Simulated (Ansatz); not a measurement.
The system is CoPdO2.

```xyz
4
Lattice="1.4317 0.8266 5.9578 -1.4317 0.8266 5.9578 0.0000 -1.6532 5.9578" Properties=species:S:1:pos:R:3 pbc="T T T"
Pd    0.0000    0.0000    0.0000
Co    0.0000    0.0000    8.9367
O     0.0000    0.0000    2.0103
O     0.0000    0.0000   15.8630
```

The cell is a database's computed one.

Base run:

```yaml
Program: Ansatz 0.2.0
Functional: PBE
Potentials_or_basis: Ansatz PAW
Cutoff: "420 eV (not typed: the program's choice for these potentials)"
k_mesh: 9 × 9 × 9
Occupations: fermi-dirac, width 0.05 eV
Spin: collinear spin, ferromagnetic start
Starting_moments: "[0.0, 2.0, 0.0, 0.0] μB"
Fixed_moment: 2 μB
```

Its results: pressure 8.9 GPa; site moments Pd +0.23; Co +1.42; O +0.09 μB; largest force 0.553 eV/Å.

The run is repeated on the same cell with these changes: fixed moment from 2 μB to 1.5 μB; moments at the start from [0.0, 2.0, 0.0, 0.0] to [0.0, 1.5, 0.0, 0.0]. What comes out?

Pressure 5.7 GPa; site moments Pd +0.30; Co +0.95; O +0.05 μB; largest force 0.064 eV/Å.

Caveats: the total moment is fixed, so each spin has its own Fermi level; a cell with one magnetic atom can't hold antiferromagnetic order, which such compounds often take; the thresholds are loose for stress.
